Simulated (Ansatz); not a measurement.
**LiBr: a single-point run**

Wanted: a converged single-point run for LiBr, and a check of what comes out. The structure is shown as the input types it.

Program: Ansatz 0.2.0. Level of theory: density functional or hybrid calculation with the settings of its input, plane waves (as first typed). These are calculated values, not measurements.

6 further runs of the same task are left out: 1 for a known fault of the program, 5 that didn't finish.

## Step 1: The structure to begin with

It takes space group Fm-3m (No. 225, cubic). Conventional cell: a = 5.479 Å, b = 5.479 Å, c = 5.479 Å, α = 90.00°, β = 90.00°, γ = 90.00°. Around Li (site symmetry m-3m) lie 6 Br at 2.74 Å. Br (site symmetry m-3m) has 6 Li at 2.74 Å as nearest neighbours.

Structure file:

```cif
data_structure
_symmetry_space_group_name_H-M 'Fm-3m'
_symmetry_Int_Tables_number 225
_cell_length_a 5.4791
_cell_length_b 5.4791
_cell_length_c 5.4791
_cell_angle_alpha 90.000
_cell_angle_beta 90.000
_cell_angle_gamma 90.000
_cell_volume 164.49
loop_
_atom_site_label
_atom_site_type_symbol
_atom_site_symmetry_multiplicity
_atom_site_Wyckoff_symbol
_atom_site_fract_x
_atom_site_fract_y
_atom_site_fract_z
_atom_site_occupancy
Li1 Li 4 a 0.00000 0.00000 0.00000 1
Br1 Br 4 b 0.50000 0.00000 0.00000 1
```

## Step 2: The run

Input file input.yaml:

```yaml
crystal:
  lattice:
    - [0.0, 2.7395485816, 2.7395485816]
    - [2.7395485816, 0.0, 2.7395485816]
    - [2.7395485816, 2.7395485816, 0.0]
  atoms:
    - { symbol: Li, position: [0.0, 0.0, 0.0] }
    - { symbol: Br, position: [0.5, 0.5, 0.5] }
kpoints:
  mp_grid: { grid: [6, 6, 6] }
hamiltonian:
  xc: pbe
scf:
  occupations: { method: fixed }
  n_extra_bands: 4
  convergence: { dr2_threshold: 0.01 }
  max_iter: 62
output:
  forces: true
  stress: true
  eigenvalues: true
```

On the command line:

```bash
$ ansatz run input.yaml --threads 4 --pin off --max-ram 3686MiB --backend cpu --events-out ev --progress --plain --runs-dir out
```

Q: Will this input give a usable result? If not, why, and what should change?

The program finished normally, with warnings (force scf threshold loose, stress scf threshold loose). Its log warns: «scf.convergence.dr2_threshold = 1e-2 eV is looser than this run's default, which is 1e-7 eV or tighter. The error in the forces grows as the threshold's square root ...»

The threshold asked is loose, but the program put off the close and ended at dr2 = 1.4e-12, so little accuracy was lost here.

Run again and compare: delete scf.convergence.dr2_threshold (the default then holds).
